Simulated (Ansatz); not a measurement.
AlN: changing the functional

The structure is hexagonal, space group P6_3mc (No. 186). The conventional cell has a = 3.113 Å, b = 3.113 Å, c = 4.981 Å, α = 90.00°, β = 90.00°, γ = 120.00°. Around Al (site symmetry 3m) lie 4 N at 1.89 Å. N (site symmetry 3m) has 4 Al at 1.89 Å as nearest neighbours.

Kept alike: task band structure; k mesh 10 × 10 × 6; occupations fermi-dirac, width 0.05 eV; no spin polarisation. Program: Ansatz, all-electron LAPW, scalar-relativistic. The mesh is that of the run's cell of 4 atoms. No spin-orbit coupling.

| run | band gap (eV) | pressure (GPa) |
| --- | --- | --- |
| A | 4.143 | 0.11 |
| B | 4.220 | 3.63 |
| C | 4.240 | -4.63 |

Pressure is positive in compression. Gaps are the smaller of the mesh's and the band path's.

**Question.** The runs differ in the functional alone: LDA; PBE; PBEsol. Which run is which?

**Answer.** Run A is PBEsol; run B is PBE; run C is LDA. The band gap runs from 4.143 (PBEsol) to 4.240 eV (LDA). From PBE: LDA +0.020; PBEsol -0.077. The pressure runs from -4.63 (LDA) to 3.63 GPa (PBE). From PBE: LDA -8.26; PBEsol -3.52. A positive pressure means that the functional's own cell is larger than the one given, a negative one that it is smaller.
